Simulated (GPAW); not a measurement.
Set up this calculation in GPAW 26.7.0, as an ASE script.

```
Task                : single point
Functional          : PBE
Potentials or basis : GPAW PAW data sets (gpaw-data 1.2.1)
Cutoff              : 600 eV
Basis               : pw
k mesh              : 8 × 8 × 8
Occupations         : gaussian, width 0.015 eV
Spin                : no spin polarisation
Maxiter             : 150
```

Crystal: Si.

```
Si
1.0
     0.00000    2.72185    2.72185
     2.72185    0.00000    2.72185
     2.72185    2.72185    0.00000
Si
2
Direct
  0.50000 0.50000 0.50000
  0.75000 0.75000 0.75000
```

These files were run (other wordings do the same):

run.py

```python
from ase import Atoms
from ase.dft.bandgap import bandgap
from ase.io import write
from ase.units import Bohr, GPa
from gpaw import GPAW, PW
from gpaw.elf import elf_from_dft_calculation

atoms = Atoms(['Si', 'Si'],
              cell=[[0.0, 2.7218511865, 2.7218511865],
                    [2.7218511865, 0.0, 2.7218511865],
                    [2.7218511865, 2.7218511865, 0.0]],
              scaled_positions=[[0.5, 0.5, 0.5],
                                [0.75, 0.75, 0.75]],
              pbc=True)

calc = GPAW(mode=PW(600),
            xc='PBE',
            kpts={'size': (8, 8, 8), 'gamma': True},
            occupations={'name': 'methfessel-paxton', 'order': 0, 'width': 0.015},
            nbands=11,
            convergence={'density': 1e-05, 'energy': 1e-05},
            maxiter=150,
            txt='gpaw.txt')
atoms.calc = calc
energy = atoms.get_potential_energy()
forces = atoms.get_forces()
stress = atoms.get_stress()
calc.write('gs.gpw')
write('result.traj', atoms)
print(f'Energy: {energy:.6f} eV')
print('Forces (eV/A):')
print(forces.round(4))
print('Stress (GPa):', (stress / GPa).round(3))
print('Fermi level:', round(calc.get_fermi_level(), 4), 'eV')
print(f'Gap: {bandgap(calc)[0]:.4f} eV, direct: {bandgap(calc, direct=True)[0]:.4f} eV')

# fields on the real-space grid
write('density.cube', atoms, data=calc.get_pseudo_density() * Bohr**3)
write('potential.cube', atoms, data=calc.get_electrostatic_potential())
write('elf.cube', atoms, data=elf_from_dft_calculation(calc).data)
```

Potentials or basis: GPAW PAW data sets (gpaw-data 1.2.1), pw.

Run with:

```console
$ OMP_NUM_THREADS=1 python run.py
```

Results of the run:

```
Pressure               : 1.6 GPa
Band gap on the k mesh : 0.62 eV, indirect (least direct gap 2.56 eV)
```

Run time: 9.9 s on 1 thread of Arm Neoverse V1 (shared host), peak memory 0.14 GiB.
